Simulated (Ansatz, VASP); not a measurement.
# La: VASP beside Ansatz

```
CELL_PARAMETERS angstrom
-2.10958 2.10958 2.10958
2.10958 -2.10958 2.10958
2.10958 2.10958 -2.10958
ATOMIC_POSITIONS crystal
La 0.00000 0.00000 0.00000
```

Change from the starting cell: volume scaled by 0.98.

Alike in both runs: task single point; functional LDA; k mesh 11 × 11 × 11; occupations fermi-dirac, width 0.03 eV; no spin polarisation.

|  | VASP | Ansatz |
| --- | --- | --- |
| version | VASP 6.6.1 | Ansatz 0.2.0 |
| potentials or method | VASP PAW LDA potentials, release 64 (La), cutoff 520 eV | all-electron LAPW, scalar-relativistic |

|  | VASP | Ansatz | Ansatz less VASP |
| --- | --- | --- | --- |
| pressure (GPa) | -3.2 | -3.2 | +0.08 |

Ansatz ran all-electron here, so the differences hold the error of VASP's frozen core and of both bases.

Spin-orbit coupling is left out, which matters for the levels of La.
